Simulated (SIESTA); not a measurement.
Runs of SIESTA 5.4.2 on HfO2. Symmetry: Pca2_1, No. 29, orthorhombic system. Conventional cell: a = 5.219 Å, b = 5.005 Å, c = 5.033 Å, α = 90.00°, β = 90.00°, γ = 90.00°. Hf (site symmetry 1) is surrounded by 7 O at 2.02 to 2.23 Å. Around O (site symmetry 1) lie 3 Hf at 2.02 to 2.13 Å. O (site symmetry 1) is surrounded by 4 Hf at 2.11 to 2.23 Å. Measurements of this composition are mostly on another form, of space group No. 14.

| level | potentials or basis | gap on the mesh (eV) | pressure (GPa) | largest force (eV/Å) |
| --- | --- | --- | --- | --- |
| revPBE | PseudoDojo 0.4 standard (PBE files), DZP (energy shift 0.003 Ry; two zetas on semicore shells) | 4.38 | 15.5 | 0.19 |
| BLYP | PseudoDojo 0.4 standard (PBE files), DZP (energy shift 0.003 Ry; two zetas on semicore shells) | 4.34 | 19.5 | (d) |
| PBEsol | PseudoDojo 0.4 standard (PBEsol files), DZP (energy shift 0.003 Ry; two zetas on semicore shells) | 4.22 | (b) | 0.14 |
| AM05 | PseudoDojo 0.4 standard (PBEsol files), DZP (energy shift 0.003 Ry; two zetas on semicore shells) | 4.24 | 4.2 | 0.14 |
| LDA | PseudoDojo 0.4 standard (LDA files), DZP (energy shift 0.003 Ry; two zetas on semicore shells) | (a) | -3.6 | 0.13 |
| WC | PseudoDojo 0.4 standard (PBEsol files), DZP (energy shift 0.003 Ry; two zetas on semicore shells) | 4.23 | 4.2 | 0.14 |
| PW91 | PseudoDojo 0.4 standard (PBE files), DZP (energy shift 0.003 Ry; two zetas on semicore shells) | 4.31 | 11.8 | (c) |
| RPBE | PseudoDojo 0.4 standard (PBE files), DZP (energy shift 0.003 Ry; two zetas on semicore shells) | 4.40 | 16.7 | 0.20 |

Alike in all rows: task single point; no spin polarisation; cell as given; k mesh 4 × 4 × 4; smearing fermi-dirac 0.05 eV; grid cutoff 800 Ry; energy shift 0.003 Ry.

Question: Estimate the missing entries.

Answer: (a) 4.16; (b) 3.8; (c) 0.18; (d) 0.22.

Caveats: short orbitals over semicore shells can move pressures by several GPa; spin-orbit coupling is left out, which moves the levels of the heavy elements; the basis of atomic orbitals isn't converged, which shifts pressures, moduli and gaps; the potentials were made for another functional, which shifts forces and pressure (some runs); the real-space grid breaks translation symmetry, so forces needn't sum to zero (some runs).

A k mesh can miss the band edges, and the runs leave out spin-orbit coupling on Hf.

Runs at the PBE level aren't shown here.
